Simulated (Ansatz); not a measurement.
# GaAs (I4/mmm) in Ansatz: further runs

The runs below take GaAs through band structure, with HSE06, HSE03, HSEsol.

Program: Ansatz 0.2.0. These are calculated values, not measurements. Logs are shortened: lines on timing, memory, paths and dates and some standing lists are left out, and cuts for length are marked.

### 1 Starting point

The structure is tetragonal, space group I4/mmm (No. 139). The conventional cell has a = 3.762 Å, b = 3.762 Å, c = 6.052 Å, α = 90.00°, β = 90.00°, γ = 90.00°. Ga (site symmetry 4/mmm) is surrounded by 6 As at 2.66 to 3.03 Å. As (site symmetry 4/mmm) has 6 Ga at 2.66 to 3.03 Å as nearest neighbours.

The cell was built by a generator and needn't be a form met in nature.

### 2 Band structure, HSE06

Contents of input:

```
crystal:
  lattice:
    - [-1.88077396, 1.88077396, 3.02585088]
    - [1.88077396, -1.88077396, 3.02585088]
    - [1.88077396, 1.88077396, -3.02585088]
  atoms:
    - { symbol: Ga, position: [0.0, 0.0, 0.0] }
    - { symbol: As, position: [0.5, 0.5, 0.0] }
hamiltonian:
  xc: hse06
  pseudopotentials: { kind: paw }
kpoints:
  mp_grid: { grid: [5, 5, 5] }
  band_path:
    path:
      - [[0.0, 0.0, 0.0], [0.5, -0.5, 0.0], [0.5, -0.5, 0.1931737755], [0.3465868878, -0.3465868878, 0.3465868878], [0.0, 0.0, 0.0], [0.5, 0.5, -0.5], [0.6534131122, 0.3465868878, -0.3465868878], [0.5, 0.0, 0.0], [0.75, -0.25, -0.25], [0.8068262245, 0.1931737755, -0.5], [0.5, 0.5, -0.5]]
      - [[0.5, -0.5, 0.0], [0.75, -0.25, -0.25]]
    npoints: 4
scf:
  occupations: { method: fermi_dirac, width: 0.05 }
  n_extra_bands: 6
output:
  forces: true
  stress: true
  eigenvalues: true
  fatbands: false
```

Potentials or basis: Ansatz PAW.

What it wrote:

```text
Warning: output.stress: scf.convergence.dr2_threshold = 1e-7 eV (the SCF's general default) is looser than the 2e-10 eV advised for a printed stress (1e-10 eV for each atom of the cell: 2). What an SCF threshold leaves in a stress goes as its square root, and in the free energy as the threshold itself, and one threshold admits the most on a small cell: of the crystals measured, under no hybrid functional and no lock of the moments, on runs that ended without the residual-converged pass, on stresses that held no estimate of that error, the worst erred by over 100 MPa in a component at 1e-7 eV an atom and by under 5 at 1e-10. Set scf.convergence.dr2_threshold to 2e-10 eV or tighter. The threshold is an SCF's pass mark: one that does not reach it within its budget of iterations ends unconverged, or closes short of it on a stop that the run arms, and scf.convergence.dr2_threshold's page says what that costs each kind of run
Warning: output.stress: scf.exx.energy_threshold = 1e-6 eV is looser than the 2e-8 eV advised for a stress under a hybrid functional (1e-8 eV for each atom of the cell: 2). Every SCF of the exchange loop can meet its threshold on dr2 while the loop round them stops early: no threshold on dr2 bounds what that leaves in the stress. Set scf.exx.energy_threshold to 2e-8 eV or tighter. The threshold is the loop's pass mark: a loop that does not reach it within its budget of cycles ends unconverged, and scf.exx.energy_threshold's page has the law
scf.n_extra_bands = 6 over 14 filled bands (N_el = 28.0): the run solves 20 bands
GPUs: using 1 of 1 available (devices: 1).
Engine: ansatz 0.2.0, x86_64-unknown-linux-gnu
Pseudopotentials: kind: paw
Pseudopotential: Ga, paw, valence charge 13, recommended cutoff 420 eV (normal), Ga.paw.azcp
Pseudopotential: As, paw, valence charge 15, recommended cutoff 420 eV (normal), As.paw.azcp
Functional definition: HSE06
  parameter a = 0.25
  parameter omega = 0.11/bohr
  exchange = pbe_x - a*pbe_x_sr(omega) + a*exact_x_sr(omega)
  correlation = pbe_c
device memory: the entry about to start is reckoned to put 0.5 GiB on a device that reports 66.9 GiB free (of which the cap on the GPU budget leaves the run 18.0 GiB)
GPU FFT provider: cuFFT
GPU libraries: cuBLAS 13.8.2, cuFFT 12.4.0, cuSOLVER 12.3.4
Crystal: 2 atoms, lattice volume = 42.813 Å³
Basis set: ecut = 420 eV, 815 PW (Γ), exchange–correlation on 54×54×54 points (8 copies of the dense FFT grid, shifted against one another)
Bands: 20, of which v1, the nominal top of the filled ones, is band 14 counted from 1 (13 counted from 0)
Symmetry: 16 space group operations
Space group: I4/mmm (ITA 139), of the structure as read, at distance tolerance 3.5e-5 Å
k-points: 18 of 125
Non-local potential: Ga, projectors of the file, l = 0: 2, l = 1: 2, l = 2: 3, l = 3: 1
Non-local potential: As, projectors of the file, l = 0: 2, l = 1: 2, l = 2: 3, l = 3: 1
PAW form: soft (Blöchl's): semilocal exchange-correlation on the pseudo side does not see the compensation charge
PAW frozen core: Ga, regenerated for the run's functional, and the local potential with it (the file was generated under x = pbe(κ = 0.804, μ = 0.2195149727645171), c = pbe(β = 0.06672455060314922))
PAW frozen core: As, regenerated for the run's functional, and the local potential with it (the file was generated under x = pbe(κ = 0.804, μ = 0.2195149727645171), c = pbe(β = 0.06672455060314922))
PAW one-centre angular grid: Ga, 590 points (default); XC on 64 Gauss nodes
PAW one-centre angular grid: As, 590 points (default); XC on 64 Gauss nodes
Initial density: superposition of atomic densities (neutral atoms: chi_scale 0, normalization atom), corrected by the library's trained network
Initial wavefunctions: pseudopotential atomic-orbital guess
GPU buffer pool allocated for 19683 grid points (all kernels)
GPU transforms: local potential and band sums: pruned to the plane-wave sphere, on 27×27×27
Functional: x = pbe(κ = 0.804, μ = 0.2195149727645171), c = pbe(β = 0.06672455060314922), warm-up for x = pbe(κ = 0.804, μ = 0.2195149727645171) + 0.25 (exact − pbe) at short range (hse, ω = 0.20786987370883472 Å⁻¹), c = pbe(β = 0.06672455060314922); HSE06 as pw.x's `hse` composes it (authors' and Libxc's form: `xc: wpbeh`)
SCF iter   1: F=—  HF=-8639.004888 eV  |F-HF|=—  |Δ(HF+E_count)|=         —  Δρ=1.52e-3  dr2=1.08e-3  ethr=1.77e-3  ⟨swp⟩=7.6  Hψ=1472  notcnv=0
preconditioner: auto → none  [insulator: Δε(μ)=0.240 eV  Ē_g=16.838 eV  σ=0.050 eV  W_gap=0.74  n_scr=14 (ndim 8)  ℏωp=24.1 eV  f_vac=0.001  D(μ)=0.77/eV (n_scr^D=0)]
iter 2 solved again at ethr=2.46e-7 eV; its pass at ethr=3.84e-6 eV (dr2=6.88e-5 eV) is discarded
SCF iter   2: F=—  HF=-8639.004715 eV  |F-HF|=—  |Δ(HF+E_count)|=   1.74e-4  Δρ=4.79e-4  dr2=6.90e-5  ethr=2.46e-7  ⟨swp⟩=3.4  Hψ=1534  notcnv=0  defer=2
SCF iter   3: F=—  HF=-8639.004727 eV  |F-HF|=—  |Δ(HF+E_count)|=   1.25e-5  Δρ=1.30e-4  dr2=8.39e-6  ethr=2.46e-7  ⟨swp⟩=3.2  Hψ=788  notcnv=0  defer=1
SCF iter   4: F=—  HF=-8639.004728 eV  |F-HF|=—  |Δ(HF+E_count)|=   1.46e-6  Δρ=6.38e-5  dr2=8.50e-7  ethr=3.00e-8  ⟨swp⟩=4.0  Hψ=825  notcnv=0
SCF iter   5: F=—  HF=-8639.004730 eV  |F-HF|=—  |Δ(HF+E_count)|=   1.48e-6  Δρ=1.67e-5  dr2=4.92e-8  ethr=3.04e-9  ⟨swp⟩=3.1  Hψ=839  notcnv=0
SCF iter   6: F=—  HF=-8639.004730 eV  |F-HF|=—  |Δ(HF+E_count)|=   1.71e-7  Δρ=2.27e-6  dr2=8.61e-10  ethr=1.76e-10  ⟨swp⟩=3.7  Hψ=746  notcnv=0
SCF iter   7: F=-8639.004730 eV  HF=-8639.004730 eV  |F-HF|=4.73e-11  |Δ(HF+E_count)|=   4.01e-9  Δρ=3.41e-7  dr2=2.60e-11  ethr=3.07e-12  ⟨swp⟩=4.0  Hψ=1036  notcnv=0
SCF 1 converged in 7 iterations: F = -8639.004730 eV  dr2 = 2.60e-11
device memory: the entry about to start is reckoned to put 1.1 GiB on a device that reports 67.0 GiB free (of which the cap on the GPU budget leaves the run 18.0 GiB)
GPU FFT provider: cuFFT
GPU libraries: cuBLAS 13.8.2, cuFFT 12.4.0, cuSOLVER 12.3.4
Initial density: handed on by an earlier stage of this run
Initial wavefunctions: those handed on with the density
GPU buffer pool allocated for 19683 grid points (all kernels)
GPU transforms: local potential and band sums: pruned to the plane-wave sphere, on 27×27×27
Functional: x = pbe(κ = 0.804, μ = 0.2195149727645171) + 0.25 (exact − pbe) at short range (hse, ω = 0.20786987370883472 Å⁻¹), c = pbe(β = 0.06672455060314922); HSE06 as pw.x's `hse` composes it (authors' and Libxc's form: `xc: wpbeh`)
Exchange kernel: α = 0.2500, screened, ω = 0.2079 Å⁻¹, Wigner–Seitz truncation, v(0) = 1043.3191 eV·Å³, q-mesh 5×5×5, nearest image of the exchange supercell L = 18.81 Å, pair-density grid 15×15×15, without the augmentation charges, whose exchange is taken in its separable form by FFT convolution over the k-point mesh (sized by the pseudopotential files, 24×24×20 at the most), smooth part of the exact exchange by density-matrix convolution in up to 1.89 GiB of GPU memory as planned if the GPU has room (build and FFT work areas not counted)
Frozen-core exchange: fock
iter 1 solved again at ethr=6.71e-5 eV; its pass at ethr=1.00e-1 eV (dr2=1.88e-2 eV) is discarded
SCF iter   1: F=—  HF=-8640.499030 eV  |F-HF|=—  |Δ(HF+E_count)|=         —  Δρ=1.37e-2  dr2=3.23e-2  ethr=6.71e-5  ⟨swp⟩=4.2  Hψ=1993  notcnv=0
eigensolver tolerance schedule calibrated: the retry pair's looser diagonalisation under-reported the residual by θ = 0.36 (0.11/decade); ethr = c·dr2/N_el runs at the constant in force after the calibration composes with the one it found (an armed cap, an earlier calibration), c = 7.8e-2
preconditioner: auto → none  [insulator: Δε(μ)=0.139 eV  Ē_g=19.590 eV  σ=0.050 eV  W_gap=0.59  n_scr=14 (ndim 8)  ℏωp=24.1 eV  f_vac=0.000  D(μ)=0.79/eV (n_scr^D=0)]
SCF iter   2: F=—  HF=-8640.478312 eV  |F-HF|=—  |Δ(HF+E_count)|=   2.07e-2  Δρ=3.29e-3  dr2=3.41e-3  ethr=6.71e-5  ⟨swp⟩=4.0  Hψ=1149  notcnv=0
SCF iter   3: F=—  HF=-8640.487919 eV  |F-HF|=—  |Δ(HF+E_count)|=   9.61e-3  Δρ=3.39e-3  dr2=2.03e-3  ethr=5.84e-6  ⟨swp⟩=4.0  Hψ=1041  notcnv=0
SCF iter   4: F=—  HF=-8640.487592 eV  |F-HF|=—  |Δ(HF+E_count)|=   3.27e-4  Δρ=1.18e-3  dr2=2.45e-4  ethr=5.23e-6  ⟨swp⟩=2.1  Hψ=619  notcnv=0
SCF iter   5: F=—  HF=-8640.487825 eV  |F-HF|=—  |Δ(HF+E_count)|=   2.33e-4  Δρ=3.13e-4  dr2=7.15e-5  ethr=5.75e-7  ⟨swp⟩=3.2  Hψ=657  notcnv=0
SCF iter   6: F=-8640.487800 eV  HF=-8640.487809 eV  |F-HF|=8.68e-6  |Δ(HF+E_count)|=   1.60e-5  Δρ=8.92e-5  dr2=7.99e-6  ethr=1.63e-7  ⟨swp⟩=3.2  Hψ=702  notcnv=0
SCF 2 stopped early in 6 iterations: F = -8640.487800 eV  dr2 = 7.99e-6
hybrid outer 1: dexx = +1.143e-2 eV, tail = 8.17e-5 eV
GPU FFT provider: cuFFT
GPU libraries: cuBLAS 13.8.2, cuFFT 12.4.0, cuSOLVER 12.3.4
GPU buffer pool allocated for 19683 grid points (all kernels)
GPU transforms: local potential and band sums: pruned to the plane-wave sphere, on 27×27×27
Exchange kernel: α = 0.2500, screened, ω = 0.2079 Å⁻¹, Wigner–Seitz truncation, v(0) = 1043.3191 eV·Å³, q-mesh 5×5×5, nearest image of the exchange supercell L = 18.81 Å, pair-density grid 15×15×15, without the augmentation charges, whose exchange is taken in its separable form by FFT convolution over the k-point mesh (sized by the pseudopotential files, 24×24×20 at the most), smooth part of the exact exchange by density-matrix convolution in up to 1.89 GiB of GPU memory as planned if the GPU has room (build and FFT work areas not counted)
Frozen-core exchange: fock
SCF iter   1: F=—  HF=-8640.487762 eV  |F-HF|=—  |Δ(HF+E_count)|=         —  Δρ=5.56e-5  dr2=1.14e-6  ethr=1.46e-6  ⟨swp⟩=3.6  Hψ=834  notcnv=0
preconditioner: auto → Kerker (q_TF=auto, 2.542 Å⁻¹)  [metal: Δε(μ)=0.104 eV  Ē_g=19.458 eV  σ=0.050 eV  W_gap=0.47  n_scr=14 (ndim 8)  ℏωp=24.1 eV  f_vac=0.000  D(μ)=0.88/eV (n_scr^D=0)]
SCF iter   2: F=—  HF=-8640.487763 eV  |F-HF|=—  |Δ(HF+E_count)|=   1.22e-6  Δρ=3.37e-5  dr2=6.45e-7  ethr=2.59e-9  ⟨swp⟩=4.0  Hψ=1114  notcnv=0
SCF iter   3: F=—  HF=-8640.487764 eV  |F-HF|=—  |Δ(HF+E_count)|=   1.41e-6  Δρ=2.83e-5  dr2=3.93e-7  ethr=8.87e-10  ⟨swp⟩=4.1  Hψ=927  notcnv=0
SCF iter   4: F=—  HF=-8640.487764 eV  |F-HF|=—  |Δ(HF+E_count)|=   2.32e-8  Δρ=1.83e-5  dr2=1.42e-7  ethr=8.87e-10  ⟨swp⟩=2.3  Hψ=625  notcnv=0
SCF iter   5: F=—  HF=-8640.487764 eV  |F-HF|=—  |Δ(HF+E_count)|=   3.11e-8  Δρ=5.41e-6  dr2=2.10e-8  ethr=5.02e-10  ⟨swp⟩=3.4  Hψ=729  notcnv=0
SCF iter   6: F=-8640.487764 eV  HF=-8640.487764 eV  |F-HF|=8.88e-10  |Δ(HF+E_count)|=   1.72e-9  Δρ=1.31e-6  dr2=9.52e-10  ethr=6.28e-11  ⟨swp⟩=3.6  Hψ=975  notcnv=0  defer=1
SCF 3 converged in 6 iterations: F = -8640.487764 eV  dr2 = 9.52e-10
  Residual-converged pass: ⟨swp⟩=3.0  Hψ=699  notcnv=0  max |occ|·‖R‖ = 2.4e-6 eV (tolerance 2.4e-6 eV)  dr2=9.54e-10  dr2_onsite=1.24e-9  max |Δocc| = 1.0e-12
hybrid outer 2: dexx = +1.893e-6 eV, tail = 2.78e-8 eV, Δε = 5.41e-3 eV (about 1.47e-4 eV left of the loop's levels)
device memory: the entry about to start is reckoned to put 0.4 GiB on a device that reports 68.7 GiB free (of which the cap on the GPU budget leaves the run 18.0 GiB)
NSCF: frozen V_eff on 46 k-points, pencils in batches of 32, up to order 88
hybrid SCF converged: 2 outer / 12 inner (+7 warm-up), last move |dexx| = 1.89e-6 eV, tail = 2.78e-8 eV
Stability not checked: this state was not tested for a lower state beside it, because the functional holds exact exchange (a hybrid, or Hartree-Fock), whose exchange loop this test does not read (fock_operator; see scf.lower_state_search)
Free energy (F): -8640.487764 eV
Frozen-core exchange: fock
Harris-Foulkes:  -8640.487764 eV  (|F-HF|=8.88e-10)
Internal energy: -8640.480675 eV  (E = F + TS)
E sigma→0 (E₀):  -8640.484219 eV
Entropy (-TS):   -0.007089 eV (-3.545 meV/atom)
Fermi energy:    8.918550 eV
--- Per-component energies (eV) ---
  E_band       = -367.871702
  E_kinetic    = 213.998705
  E_local      = -3577.886766  (includes V_loc(G=0)·N_el)
  E_nonlocal   = -245.537151
  E_hartree    = 1818.449946
  E_xc         = -118.279163
  E_vxc        = -108.471127  (∫ρ·V_xc dr)
  E_exx        = -108.611278  (= α·E_x^exact, valence–valence)
  E_paw        = -3745.289151  (= ΣΔE_a)
  E_vpaw       = -69.653005  (= ΣTr[D̂ρ^β])
  E_aug_tail   = -0.000137  (compensation charges beyond the density's cutoff)
  E_ewald      = -2876.677681
  E_core_change = -0.647998  (= ΣΔE_core)
  E_smearing   = -0.007089  (= −TS)
  E_closure    = -0.000000  (closes the sum)
  Σ components = -8640.487764   (vs F -8640.487764, Δ=0.00e0)
--- Forces (eV/Å), atoms counted from 1 ---
  atom   1  Ga     0.00000000     0.00000000     0.00000000
  atom   2  As     0.00000000     0.00000000     0.00000000
  max |Σ_I F_I| component: 2.21e-29 eV/Å
--- Stress (GPa, compression-positive) ---
       -4.511986       0.000000      -0.000000
        0.000000      -4.511986       0.000000
        0.000000       0.000000      -8.320848
  P = ⅓ Tr σ = -5.7816 GPa (-57.816 kbar)
--- Band table (eV; the first three rows and the last of 18) ---
  k-point 0: bands = ["-30.2250", "-30.2164", "-30.1793", "-30.1793", "-30.1745", "-9.1422", "-9.1041", "-9.0930", "-9.0930", "-9.0898", "-5.2610", "8.1583", "8.1583", "8.3914", "9.6336", "14.4204", "15.8778", "17.0332", "17.0332", "17.4483"]
  k-point 1: bands = ["-30.2256", "-30.2150", "-30.1796", "-30.1789", "-30.1740", "-9.1353", "-9.1260", "-9.0985", "-9.0886", "-9.0740", "-4.4748", "4.6611", "6.7669", "8.4753", "11.4632", "14.1047", "14.4493", "14.6407", "17.9534", "18.3654"]
  k-point 2: bands = ["-30.2266", "-30.2129", "-30.1800", "-30.1785", "-30.1730", "-9.2044", "-9.1108", "-9.1073", "-9.0792", "-9.0455", "-2.4512", "3.0981", "5.2533", "5.7102", "7.0376", "12.9966", "16.2390", "19.6936", "20.4560", "21.1786"]
  k-point 17: bands = ["-30.2249", "-30.2160", "-30.1784", "-30.1781", "-30.1744", "-9.1867", "-9.1107", "-9.0890", "-9.0800", "-9.0745", "-2.9066", "3.0562", "3.5975", "6.9840", "8.8546", "15.0764", "16.9626", "18.1709", "18.3235", "23.3601"]
```

Wall time 49 s (1 × NVIDIA H100 80GB HBM3 with 2 threads of AMD EPYC 7R13 (Zen 3), shared host); peak memory 1.9 GiB.

What came out:

* Free energy: -8640.4878 eV
* Pressure: -5.8 GPa
* Band gap on the k mesh: none (metal or under the smearing width)

Levels at the corners of the path, in eV from the Fermi level:
```csv
point,band 11,band 12,band 13,band 14,band 15,band 16,band 17,band 18
Γ,-14.18,-0.76,-0.76,-0.53,0.72,5.50,6.96,8.11
X,-10.79,-5.85,-4.46,-3.88,-2.09,3.87,7.87,12.14
Y,-11.11,-6.44,-5.05,-3.78,0.97,6.65,6.67,9.03
S,-11.63,-7.16,-4.72,-1.28,0.98,6.33,7.12,8.33
Γ,-14.18,-0.76,-0.76,-0.53,0.72,5.50,6.96,8.11
Z,-12.07,-5.78,-2.96,-2.44,-2.44,4.35,10.48,10.72
S1,-11.63,-7.16,-4.72,-1.28,0.98,6.33,7.12,8.33
N,-11.95,-8.31,-0.53,0.35,2.01,3.60,3.62,4.58
P,-10.72,-5.61,-5.03,-5.03,1.14,3.60,6.97,6.97
Y1,-11.11,-6.44,-5.05,-3.78,0.97,6.65,6.67,9.03
Z,-12.07,-5.78,-2.96,-2.44,-2.44,4.35,10.48,10.72
X,-10.79,-5.85,-4.46,-3.88,-2.09,3.87,7.87,12.14
P,-10.72,-5.61,-5.03,-5.03,1.14,3.60,6.97,6.97
```

Caveat: the k mesh is coarse (spacing up to 0.47 Å⁻¹), so the values aren't converged, least of all with exact exchange; the PAW data sets come from PBE, with cores solved anew for the run's functional, which leaves a small shift of forces and pressure; the thresholds are loose for stress.

[end of part 1 of 2]
